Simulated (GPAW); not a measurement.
Input of a GPAW 26.7.0 run:

The input run.py:

```python
from ase import Atoms
from ase.dft.bandgap import bandgap
from ase.io import write
from gpaw import GPAW, PW
from gpaw.response.df import DielectricFunction

atoms = Atoms(['Si', 'Si', 'Si', 'Si', 'C', 'C', 'C', 'C'],
              cell=[[-3.17419429, 0.10207415, -0.31341827],
                    [-0.51434861, 0.1270012, -4.87163442],
                    [0.17679762, -5.3438452, 0.13404024]],
              scaled_positions=[[0.49729621, 0.00027269, 0.17117011],
                                [0.00261483, 0.00078711, 0.66549487],
                                [0.00024737, 0.50246967, 0.33325399],
                                [0.50004951, 0.50169637, 0.83155601],
                                [0.50403017, 0.61315493, 0.16655272],
                                [0.99770124, 0.61375316, 0.66779658],
                                [0.99492211, 0.11517812, 0.33283077],
                                [0.50313857, 0.11268795, 0.83134495]],
              pbc=True)

calc = GPAW(mode=PW(550),
            xc='GLLBSC',
            kpts={'size': (7, 5, 4), 'gamma': True},
            occupations={'name': 'fermi-dirac', 'width': 0.001},
            nbands=32,
            convergence={'density': 1e-06},
            maxiter=150,
            txt='gpaw.txt')
atoms.calc = calc
energy = atoms.get_potential_energy()
calc.write('gs.gpw')
write('result.traj', atoms)
print('Fermi level:', round(calc.get_fermi_level(), 4), 'eV')
print(f'Gap: {bandgap(calc)[0]:.4f} eV, direct: {bandgap(calc, direct=True)[0]:.4f} eV')

dense = calc.fixed_density(kpts={'size': (5, 4, 3), 'gamma': True},
                           nbands=86, convergence={'bands': 80, 'eigenstates': 1e-7},
                           update_fermi_level=True, txt='dense.txt')
dense.write('dense.gpw', mode='all')

df = DielectricFunction('dense.gpw', frequencies={'type': 'nonlinear', 'domega0': 0.05, 'omega2': 10},
                        eta=0.1, ecut=50, nbands=80, intraband=False, txt='df.txt')
for direction in ['x', 'y', 'z']:
    df.get_dielectric_function(xc='RPA', direction=direction, filename=f'df_{direction}.csv')
    e0, e = df.get_macroscopic_dielectric_constant(xc='RPA', direction=direction)
    print(f'{direction}: static eps {e0:.4f} without, {e:.4f} with local fields')
```

Potentials or basis: the program's PAW data sets (release 1.2.1) made for this functional, pw.

Run with:

```bash
$ OMP_NUM_THREADS=1 python run.py
```

(1) Estimate the band gap on the k mesh, Kohn-Sham part alone.

Results:

(1) 1.63 eV.

Caveat: the k mesh is coarse; a model potential gives levels but no total energy; with so narrow a direct gap the onset needs a denser k mesh; the long-wavelength limit can be off by a per cent or two; response on these states lacks terms of the Hamiltonian; spectra need much finer meshes, so this one isn't converged; independent-particle spectra lack excitons; an odd mesh through Γ misses points on the zone boundary, where band edges often lie.
